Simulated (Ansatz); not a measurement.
**Se in Ansatz: the effect of strain**

Crystal: Se.

```
Se
1.0
     4.36620    0.00000    0.00000
    -2.18310    3.78124    0.00000
     0.00000    0.00000    4.75546
Se
3
Direct
  0.77460 0.77460 0.00000
  0.00000 0.22540 0.66667
  0.22540 0.00000 0.33333
```

Alike in all runs:

* Program: Ansatz 0.2.0
* Task: band structure
* Functional: PBE
* Potentials or basis: Ansatz PAW
* Cutoff: 420 eV (not typed: the program's choice for these potentials)
* k mesh: 6 × 6 × 5
* Occupations: fermi-dirac, width 0.05 eV
* Spin: no spin polarisation
* Kind of strain: uniaxial
* Path: [["G", "M", "K", "G", "A", "L", "H", "A"], ["L", "M"], ["K", "H"]]
* Points for each segment of the path: 14

```csv
strain,pressure (GPa),largest force (eV/Å)
-0.04,6.5,0.95
-0.02,4.5,0.66
-0.01,3.6,0.52
0,2.8,0.40
0.01,2.0,0.28
0.02,1.2,0.17
0.04,?,?
```

Question: What does the run with strain 0.04 give?

Answer: Pressure -0.2 GPa; largest force 0.03 eV/Å.

Worked out: A parabola through the other rows of the pressure, of slope -61.5 GPa per unit of strain there, extrapolates to -0.1 GPa, against the run's -0.2. A parabola through the other rows of the largest force, of slope -8.95 eV/Å per unit of strain there, extrapolates to -0.03 eV/Å, against the run's 0.03.
